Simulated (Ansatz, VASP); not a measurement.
# One calculation of ZrC, two programs

```
Zr C
1.0
     3.32224    0.00000    0.00000
    -1.66112    2.87715    0.00000
     0.00000    0.00000    5.18206
Zr C
2 2
Direct
  0.66667 0.33333 0.75000
  0.33333 0.66667 0.25000
  0.00000 0.00000 0.50000
  0.00000 0.00000 0.00000
```

Change from the starting cell: volume scaled by 0.94.

Alike in both runs: task single point; functional PBEsol; k mesh 9 × 9 × 5; occupations fermi-dirac, width 0.05 eV; no spin polarisation.

|  | VASP | Ansatz |
| --- | --- | --- |
| version | VASP 6.6.1 | Ansatz 0.2.0 |
| potentials or method | VASP PAW PBE potentials, release 64 (Zr_sv, C) | Ansatz PAW |
| plane-wave cutoff (eV) | 520 | 420 |
| valence electrons in the cell | 32 | 32 |

|  | VASP | Ansatz | Ansatz less VASP |
| --- | --- | --- | --- |
| gap on the k mesh at the Fermi level (eV) | none | none | - |
| pressure (GPa) | 6.8 | 6.4 | -0.41 |
| largest component of the traceless stress (GPa) | 0.81 | 0.83 | +0.020 |

A gap of «none» marks a metal or a gap that the smearing closes.

Caveats: the PAW data sets were made with another functional, which shifts forces and pressure a little (VASP); the PAW data sets come from PBE, with cores solved anew for the run's functional, which leaves a small shift of forces and pressure (Ansatz).
